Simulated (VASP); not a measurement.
A run of VASP 6.6.1 is set up as follows.

File INCAR:

```
SYSTEM = GaP
  ALGO = Normal
  EDIFF = 1E-7
  ENCUT = 520
  GGA = PE
  ISIF = 2
  ISMEAR = 0
  LASPH = .TRUE.
  LCHARG = .FALSE.
  LREAL = .FALSE.
  LWAVE = .FALSE.
  NBANDS = 16
  NELM = 100
  PREC = Accurate
  SIGMA = 0.1
```

File KPOINTS:

```
k-points
0
G
  14 14 14
  0 0 0
```

Contents of POSCAR:

```
GaP
1.0
    0.0000000000      2.6626810084      2.6626810084
    2.6626810084      0.0000000000      2.6626810084
    2.6626810084      2.6626810084      0.0000000000
Ga P
1 1
Direct
    0.0000000000      0.0000000000      0.0000000000
    0.5000000000      0.5000000000      0.5000000000
```

Potentials or basis: VASP PAW PBE potentials, release 64 (Ga_d, P).

Command:

```bash
$ cat potpaw_PBE.64/Ga_d/POTCAR potpaw_PBE.64/P/POTCAR > POTCAR
$ mpirun -np 1 vasp_std > vasp.out
```

Task: Predict the pressure.

Result: -6.6 GPa.

Task: Estimate the band gap on the k mesh.

Result: None (metal or under the smearing width).
